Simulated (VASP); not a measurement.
The system is SiC (Moissanite 3C).

```xyz
2
Lattice="0.0000 2.1790 2.1790 2.1790 0.0000 2.1790 2.1790 2.1790 0.0000" Properties=species:S:1:pos:R:3 pbc="T T T"
Si    0.0000    0.0000    0.0000
C     1.0895    1.0895    1.0895
```

Base run:

- Program: VASP 6.6.1
- Functional: PBEsol
- Potentials or basis: VASP PAW PBE potentials, release 64 (Si, C)
- Cutoff: 520 eV
- k mesh: 8 × 8 × 8
- Occupations: gaussian, width 0.03 eV
- Spin: no spin polarisation

Its results: band gap on the k mesh 1.23 eV, indirect (least direct gap 4.44 eV); pressure 0.2 GPa.

**Question.** The run is repeated on the same cell with these changes: functional from PBEsol to PBE. What comes out?

**Answer.** Band gap on the k mesh 1.36 eV, indirect (least direct gap 4.54 eV); pressure 3.2 GPa.

PBE binds less tightly than PBEsol, so the same cell stands under more pressure.

Caveats: the PAW data sets were made with another functional, which shifts forces and pressure a little (some runs).

A k mesh can miss the band edges.

Not every run made on this cell is shown here.
